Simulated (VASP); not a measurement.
Write the native input for VASP 6.6.1 that does the following.

```yaml
Task: single point
Functional: LDA
Potentials_or_basis: VASP PAW LDA potentials, release 64 (K_sv, Mg, F)
Cutoff: 520 eV
k_mesh: 6 × 6 × 6
Occupations: gaussian, width 0.05 eV
Spin: no spin polarisation
Dipole_correction: no
Further_INCAR_settings: ALGO = Fast; EDIFF = 1e-07; NBANDS = 24
```

The structure of KMgF3 lies in POSCAR:

```
KMgF3
1.0
    3.9859000000      0.0000000000      0.0000000000
    0.0000000000      3.9859000000      0.0000000000
    0.0000000000      0.0000000000      3.9859000000
K Mg F
1 1 3
Direct
    0.5000000000      0.5000000000      0.5000000000
    0.0000000000      0.0000000000      0.0000000000
    0.5000000000     -0.0332628820     -0.0332628820
    0.0000000000      0.4667371180     -0.0332628820
    0.0000000000     -0.0332628820      0.4667371180
```

The cell isn't the ideal one: all F atoms moved +0.188 Å, as atom 3 towards its neighbour atom 1 (K) at 2.818 Å.

These files were run (other wordings do the same):

INCAR

```
PREC = Accurate ; ENCUT = 520
EDIFF = 1E-7 ; ISMEAR = 0
SIGMA = 0.05 ; LREAL = F
LASPH = T ; NELM = 100
ALGO = Fast ; ISIF = 2
LWAVE = F ; LCHARG = F
NBANDS = 24
```

KPOINTS

```
Automatic mesh
0
Gamma
  6 6 6
```

Potentials or basis: VASP PAW LDA potentials, release 64 (K_sv, Mg, F).

Run with:

```console
$ cat potpaw_LDA.64/K_sv/POTCAR potpaw_LDA.64/Mg/POTCAR potpaw_LDA.64/F/POTCAR > POTCAR
$ mpirun -np 1 vasp_std > vasp.out
```

It gave:

| Item | Value |
| --- | --- |
| Pressure | -3.6 GPa |
| Largest force | 1.517 eV/Å |
| Band gap on the k mesh | 6.94 eV, indirect (least direct gap 7.27 eV) |

Caveat: forces of over 1 eV/Å show positions far from the minimum, so gaps and moduli don't describe the material at rest.

Wall time 47 s on 1 thread of Intel(R) Xeon(R) 6975P-C (Granite Rapids) (shared host), peak memory 0.19 GiB.
